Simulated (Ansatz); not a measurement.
# ZnS (Wurtzite-2H) (P6_3mc) in Ansatz: notebook, part 2 of 2

Ansatz 0.2.0. The steps go on from the part before.

### 3 Band structure, PBEsol

File input.yaml:

```yaml
crystal:
  lattice:
    - [3.811, 0.0, 0.0]
    - [-1.9055, 3.3004228138, 0.0]
    - [0.0, 0.0, 6.234]
  atoms:
    - { symbol: Zn, position: [0.6666666667, 0.3333333333, 0.5] }
    - { symbol: Zn, position: [0.3333333333, 0.6666666667, 0.0] }
    - { symbol: S, position: [0.6666666667, 0.3333333333, 0.885] }
    - { symbol: S, position: [0.3333333333, 0.6666666667, 0.385] }
kpoints:
  mp_grid: { grid: [8, 8, 5] }
  band_path:
    path:
      - [0.0, 0.0, 0.0]
      - [0.5, 0.0, 0.0]
      - [0.3333333333, 0.3333333333, 0.0]
      - [0.0, 0.0, 0.0]
      - [0.0, 0.0, 0.5]
      - [0.5, 0.0, 0.5]
      - [0.3333333333, 0.3333333333, 0.5]
      - [0.0, 0.0, 0.5]
    npoints: 12
scf:
  occupations: { method: fermi_dirac, width: 0.05 }
hamiltonian:
  xc: pbesol
  pseudopotentials:
    kind: all_electron
    lapw: { basis_error: 0.002 }
    relativity: none
output:
  forces: true
  stress: true
  eigenvalues: true
```

Potentials or basis: all-electron LAPW, non-relativistic.

Command:

```console
> ansatz run input.yaml --threads 2 --pin off --max-ram 8192MiB --backend cpu --events-out ev --progress --plain --runs-dir out
```

The log of the run:

```text
Warning: RAYON_NUM_THREADS=2 ignored (pool sized by the plan → 2); use --threads N
LAPW: plane waves up to 8.331 Å⁻¹, error target 2.0e-3 eV per atom; S in spheres of 1.024 Å, 14 of its electrons in bands, Dirac shells []; Zn in spheres of 1.291 Å, 20 of its electrons in bands, Dirac shells [] (how accurate: hamiltonian.pseudopotentials.lapw.basis_error, Limitations)
Engine: ansatz 0.2.0, aarch64-unknown-linux-gnu
Pseudopotentials: kind: all_electron
Pseudopotential: Zn, LAPW, valence charge 20, lapw/all_electron/none/Zn, Schrödinger's equation, point nucleus
Pseudopotential: S, LAPW, valence charge 14, lapw/all_electron/none/S, Schrödinger's equation, point nucleus
Functional definition: PBEsol
  exchange = pbesol_x
  correlation = pbesol_c
Crystal: 4 atoms, lattice volume = 78.411 Å³
Basis set: ecut = 264.4360478441046 eV, 761 PW (Γ), exchange–correlation at level 2
Bands: 41, of which v1, the nominal top of the filled ones, is band 34 counted from 1 (33 counted from 0)
Symmetry: 12 space group operations
Space group: P63mc (ITA 186), of the structure as read, at distance tolerance 4.3e-5 Å
k-points: 30 of 320 (time reversal used)
Non-local potential: Zn, projectors of the file, none
Non-local potential: S, projectors of the file, none
Initial density: superposition of atomic densities (chi_scale 0.1, normalization cell, long waves kept (reshape's long-wave potential 0.00 eV rms))
Initial wavefunctions: plane waves of lowest kinetic energy (no species holds an atomic orbital)
Functional: x = pbesol(κ = 0.804, μ = 0.12345679012345678), c = pbesol(β = 0.046)
iter 1 solved again at ethr=2.83e-3 eV; its pass at ethr=1.00e-1 eV (dr2=1.92e0 eV) is discarded
SCF iter   1: F=—  HF=-118390.065504 eV  |F-HF|=—  |Δ(HF+E_count)|=         —  Δρ=3.92e-2  dr2=1.93e0  ethr=2.83e-3  ⟨swp⟩=2.0  Hψ=8352  notcnv=0
preconditioner: auto → Resta (q_TF=auto, 2.664 Å⁻¹)  ε∞=5.9  [insulator: Δε(μ)=2.671 eV  Ē_g=11.407 eV  σ=0.050 eV  W_gap=1.00  n_scr=22 (ndim 8)  ℏωp=25.2 eV  f_vac=0.097  D(μ)=0.00/eV (n_scr^D=0)  ε∞_Penn≈5.9]
SCF iter   2: F=—  HF=-118389.406844 eV  |F-HF|=—  |Δ(HF+E_count)|=   6.59e-1  Δρ=1.80e-2  dr2=3.60e-1  ethr=2.83e-3  ⟨swp⟩=2.8  Hψ=3615  notcnv=0
SCF iter   3: F=—  HF=-118389.295557 eV  |F-HF|=—  |Δ(HF+E_count)|=   1.11e-1  Δρ=1.22e-2  dr2=1.70e-1  ethr=5.29e-4  ⟨swp⟩=2.0  Hψ=3570  notcnv=0
SCF iter   4: F=—  HF=-118389.220416 eV  |F-HF|=—  |Δ(HF+E_count)|=   7.51e-2  Δρ=5.13e-3  dr2=2.48e-2  ethr=2.50e-4  ⟨swp⟩=2.0  Hψ=3570  notcnv=0
iter 5 solved again at ethr=1.53e-6 eV; its pass at ethr=3.65e-5 eV (dr2=1.04e-3 eV) is discarded
SCF iter   5: F=—  HF=-118389.222241 eV  |F-HF|=—  |Δ(HF+E_count)|=         —  Δρ=1.02e-3  dr2=1.03e-3  ethr=1.53e-6  ⟨swp⟩=2.0  Hψ=6013  notcnv=0
the basis was enlarged: its passes take 1.5 MiB over the memory plan, 2 of 2 planned eigensolver slots
SCF iter   6: F=—  HF=-118389.223172 eV  |F-HF|=—  |Δ(HF+E_count)|=   9.30e-4  Δρ=3.62e-4  dr2=1.55e-4  ethr=1.52e-6  ⟨swp⟩=3.0  Hψ=3460  notcnv=0
SCF iter   7: F=—  HF=-118389.223426 eV  |F-HF|=—  |Δ(HF+E_count)|=   2.54e-4  Δρ=8.21e-5  dr2=9.13e-6  ethr=2.27e-7  ⟨swp⟩=3.0  Hψ=3618  notcnv=0
SCF iter   8: F=—  HF=-118389.223443 eV  |F-HF|=—  |Δ(HF+E_count)|=   1.68e-5  Δρ=2.23e-5  dr2=5.81e-7  ethr=1.34e-8  ⟨swp⟩=3.0  Hψ=3681  notcnv=0
SCF iter   9: F=-118389.223443 eV  HF=-118389.223443 eV  |F-HF|=3.27e-8  |Δ(HF+E_count)|=   2.58e-7  Δρ=4.25e-6  dr2=1.77e-8  ethr=8.54e-10  ⟨swp⟩=3.0  Hψ=3565  notcnv=0
SCF 1 converged in 9 iterations: F = -118389.223443 eV  dr2 = 1.77e-8
NSCF: frozen V_eff on 85 k-points
SCF converged after 9 iterations
Free energy (F): -118389.223443 eV
Harris-Foulkes:  -118389.223443 eV  (|F-HF|=3.27e-8)
Internal energy: -118389.223443 eV  (E = F + TS)
E sigma→0 (E₀):  -118389.223443 eV
Fermi energy:    8.536989 eV
--- Per-component energies (eV) ---
  E_band       = -3723.260847
  E_kinetic    = 118278.535561
  E_xc         = -5141.077608
  E_electrostatic = -231526.681396  (all electrons and nuclei)
  E_smearing   = -0.000000  (= −TS)
  E_closure    = 0.000000  (closes the sum)
  E_atoms      = -118373.748256  (free atoms, spherical and without spin; not in F)
  Σ components = -118389.223443   (vs F -118389.223443, Δ=0.00e0)
  Basis errors (estimates in eV, not in F): energy 8.8e-4 per atom: plane waves 7.9e-4 (4.8e-4 summed), levels above the bands 7.6e-56, relativity 0.0e0, radial functions 8.7e-5, core shells 6.3e-11; eigenvalues (radial functions only) 3.4e-6; not estimated: angular momenta, meshes, grids; target (lapw.basis_error) 2.0e-3; muffin-tin radii S 1.024 Å, Zn 1.291 Å
--- Forces (eV/Å), atoms counted from 1 ---
  atom   1  Zn    -0.00000000    -0.00000000     0.32794646
  atom   2  Zn    -0.00000000     0.00000000     0.32794646
  atom   3  S     -0.00000000    -0.00000000    -0.32795099
  atom   4  S     -0.00000000     0.00000000    -0.32795099
  max |Σ_I F_I| component: 9.06e-6 eV/Å
--- Stress (GPa, compression-positive) ---
        0.725854      -0.000000       0.000000
       -0.000000       0.725854       0.000000
        0.000000       0.000000      -1.493936
  P = ⅓ Tr σ = -0.0141 GPa (-0.141 kbar)
--- Band table (eV; the first three rows and the last of 30) ---
  k-point 0: bands = ["-195.6031", "-195.6031", "-141.9212", "-141.9212", "-141.9211", "-141.9211", "-141.9155", "-141.9155", "-112.9392", "-112.9392", "-70.4453", "-70.4451", "-70.4398", "-70.4398", "-70.4397", "-70.4397", "-5.7247", "-4.7932", "0.6700", "0.6700", "0.7308", "0.7308", "0.7377", "1.1131", "1.1131", "1.1899", "1.1899", "1.3748", "2.1714", "6.4496", "6.4496", "7.2941", "7.2941", "7.3123", "9.6973", "10.4388", "13.5561", "13.5561", "13.8669", "14.8677", "14.8677"]
  k-point 1: bands = ["-195.6031", "-195.6031", "-141.9211", "-141.9211", "-141.9211", "-141.9211", "-141.9155", "-141.9154", "-112.9392", "-112.9392", "-70.4452", "-70.4451", "-70.4398", "-70.4398", "-70.4398", "-70.4398", "-5.6479", "-4.8972", "0.6736", "0.6736", "0.7227", "0.7227", "0.7370", "1.0987", "1.1223", "1.1223", "1.1844", "1.1844", "2.7703", "6.5244", "6.5244", "6.5546", "7.2068", "7.2068", "10.3379", "10.5445", "13.6041", "13.6054", "13.6054", "14.6370", "14.6370"]
  k-point 2: bands = ["-195.6031", "-195.6031", "-141.9212", "-141.9212", "-141.9211", "-141.9211", "-141.9155", "-141.9154", "-112.9392", "-112.9392", "-70.4452", "-70.4451", "-70.4398", "-70.4398", "-70.4398", "-70.4398", "-5.4366", "-5.1516", "0.6851", "0.6851", "0.7038", "0.7038", "0.7557", "0.8519", "1.1444", "1.1444", "1.1681", "1.1681", "3.8985", "5.2266", "6.7254", "6.7254", "6.9856", "6.9856", "10.8191", "10.9659", "13.6490", "13.8028", "13.8028", "14.1823", "14.1823"]
  k-point 29: bands = ["-195.6031", "-195.6031", "-141.9212", "-141.9212", "-141.9212", "-141.9212", "-141.9155", "-141.9155", "-112.9392", "-112.9392", "-70.4451", "-70.4451", "-70.4399", "-70.4399", "-70.4399", "-70.4399", "-4.5622", "-4.5189", "0.8076", "0.8575", "0.8585", "0.9084", "1.0336", "1.0353", "1.1256", "1.1294", "1.4511", "1.4905", "2.5403", "2.6646", "4.1063", "4.5873", "5.8363", "6.0702", "11.7719", "12.1150", "13.2366", "13.7111", "14.4379", "14.8958", "16.6576"]
```

Wall time 39 s (2 threads of Arm Neoverse V1, shared host); peak memory 0.39 GiB.

Results:

| Item | Value |
| --- | --- |
| Free energy | -118389.2234 eV |
| Pressure | 0.0 GPa |
| Largest force | 0.328 eV/Å |
| Band gap on the k mesh | 2.39 eV, direct |
| Band gap along the path | 2.39 eV, direct |

Forces in eV/Å, atoms in the order of the input:
```
Zn   0.000  0.000  0.328
Zn   0.000  0.000  0.328
S    0.000  0.000 -0.328
S    0.000  0.000 -0.328
```

Stress tensor (GPa, compression positive):
```
 0.73  0.00  0.00
 0.00  0.73  0.00
 0.00  0.00 -1.49
```

Levels at the corners of the path, in eV from the valence-band top:
| point | band 31 | band 32 | band 33 | band 34 | band 35 | band 36 | band 37 | band 38 |
| --- | --- | --- | --- | --- | --- | --- | --- | --- |
| Γ | -0.86 | -0.02 | -0.02 | 0.00 | 2.39 | 3.13 | 6.24 | 6.24 |
| M | -3.16 | -2.25 | -1.59 | -0.98 | 3.61 | 4.37 | 5.05 | 7.04 |
| K | -3.91 | -2.24 | -2.23 | -2.23 | 4.30 | 6.10 | 6.10 | 7.71 |
| Γ | -0.86 | -0.02 | -0.02 | 0.00 | 2.39 | 3.13 | 6.24 | 6.24 |
| A | -0.46 | -0.46 | -0.46 | -0.46 | 3.64 | 3.64 | 6.66 | 6.66 |
| L | -1.66 | -1.66 | -1.53 | -1.53 | 3.62 | 3.62 | 5.11 | 5.11 |
| H | -3.16 | -3.16 | -1.24 | -1.24 | 4.58 | 4.58 | 6.32 | 6.32 |
| A | -0.46 | -0.46 | -0.46 | -0.46 | 3.64 | 3.64 | 6.66 | 6.66 |

### 4 Band structure, PBEsol

Changes to input.yaml since step 3:

```diff
@@ -27,6 +27,3 @@
   xc: pbesol
-  pseudopotentials:
-    kind: all_electron
-    lapw: { basis_error: 0.002 }
-    relativity: none
+  pseudopotentials: { kind: all_electron, datasets: crystal }
 output:
```

Potentials or basis: all-electron PAW datasets made for the crystal.

Command:

```console
> ansatz run input.yaml --threads 2 --pin off --max-ram 8192MiB --backend cpu --events-out ev --progress --plain --runs-dir out
```

Wall time 33 s (2 threads of Arm Neoverse V1, shared host); peak memory 0.81 GiB.

The run converged. Its results:

```
Free energy             : -119364.1071 eV
Pressure                : -1.3 GPa
Largest force           : 0.306 eV/Å
Band gap on the k mesh  : 2.11 eV, direct
Band gap along the path : 2.11 eV, direct
```

Forces in eV/Å, atoms in the order of the input:
```
Zn   0.000  0.000  0.306
Zn   0.000  0.000  0.306
S    0.000  0.000 -0.306
S    0.000  0.000 -0.306
```

Stress tensor (GPa, compression positive):
```
-0.68  0.00  0.00
 0.00 -0.68  0.00
 0.00  0.00 -2.50
```

Levels at the corners of the path, in eV from the valence-band top:
| point | band 14 | band 15 | band 16 | band 17 | band 18 | band 19 | band 20 | band 21 | band 22 |
| --- | --- | --- | --- | --- | --- | --- | --- | --- | --- |
| Γ | -0.87 | -0.87 | -0.01 | -0.01 | 0.00 | 2.11 | 2.88 | 6.18 | 6.18 |
| M | -4.26 | -3.20 | -2.28 | -1.59 | -0.99 | 3.48 | 4.16 | 5.04 | 7.01 |
| K | -4.40 | -3.93 | -2.25 | -2.25 | -2.25 | 4.30 | 5.86 | 5.86 | 7.72 |
| Γ | -0.87 | -0.87 | -0.01 | -0.01 | 0.00 | 2.11 | 2.88 | 6.18 | 6.18 |
| A | -2.80 | -0.46 | -0.46 | -0.46 | -0.46 | 3.40 | 3.40 | 6.61 | 6.61 |
| L | -4.95 | -1.68 | -1.68 | -1.55 | -1.55 | 3.48 | 3.48 | 5.02 | 5.02 |
| H | -4.82 | -3.16 | -3.16 | -1.27 | -1.27 | 4.42 | 4.42 | 6.32 | 6.32 |
| A | -2.80 | -0.46 | -0.46 | -0.46 | -0.46 | 3.40 | 3.40 | 6.61 | 6.61 |

### 5 Summary

| potentials or basis | cutoff (eV) | basis error allowed | gap on the mesh (eV) | pressure (GPa) | largest force (eV/Å) |
| --- | --- | --- | --- | --- | --- |
| all-electron LAPW, scalar-relativistic | 264 | 0.002 eV/atom | 2.11 | -1.3 | 0.31 |
| all-electron LAPW, non-relativistic | 264 | 0.002 eV/atom | 2.39 | 0.0 | 0.33 |
| all-electron PAW datasets made for the crystal | 300 | - | 2.11 | -1.3 | 0.31 |

Alike in all rows: task band structure; level PBEsol; no spin polarisation; cell as given; k mesh 8 × 8 × 5; smearing fermi-dirac 0.05 eV.

Compare energies only between runs with the same functional and basis.

### 6 Comparison with measurements

Step 2. A measured gap of ZnS is 3.911 eV (direct; 4 K; a printed reference work, monograph); the calculated 2.11 eV misses it by -1.80 eV. The value is that of PBEsol, without temperature or zero-point motion. Semilocal functionals fall short of measured gaps as a rule.

Step 3. Measured gap of ZnS: 3.911 eV (direct; 4 K; a printed reference work, monograph). This calculation gives 2.39 eV (-1.53 eV). The value is that of PBEsol, without temperature or zero-point motion. Semilocal functionals fall short of measured gaps as a rule.

Step 4. A measured gap of ZnS is 3.911 eV (direct; 4 K; a printed reference work, monograph); the calculated 2.11 eV misses it by -1.80 eV. The value is that of PBEsol, without temperature or zero-point motion. Semilocal functionals fall short of measured gaps as a rule.
